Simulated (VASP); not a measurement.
Crystal: MoS2.

```
Mo S
1.0
     0.00000    2.93240    2.93240
     2.93240    0.00000    2.93240
     2.93240    2.93240    0.00000
Mo S
1 2
Direct
  0.00000 0.00000 0.00000
  0.25000 0.25000 0.25000
  0.75000 0.75000 0.75000
```

The cell was built by a generator and needn't be a form met in nature.

Base run:

| Quantity | Value |
| --- | --- |
| Program | VASP 6.6.1 |
| Functional | r2SCAN |
| Potentials or basis | VASP PAW PBE potentials, release 64 (Mo_sv, S) |
| Cutoff | 520 eV |
| k mesh | 6 × 6 × 6 |
| Occupations | fermi-dirac, width 0.02 eV |
| Spin | no spin polarisation |

Its results: band gap on the k mesh none (metal or under the smearing width); pressure 0.4 GPa.

The run is repeated on the same cell with these changes: functional from r2SCAN to PBE; further incar settings from ALGO = Normal; EDIFF = 1e-07; NBANDS = 20 to ALGO = Normal; EDIFF = 1e-06; NBANDS = 20. What comes out?

Band gap on the k mesh none (metal or under the smearing width); pressure 0.8 GPa.

Caveats: the PAW data sets were made with another functional, which shifts forces and pressure a little (some runs).
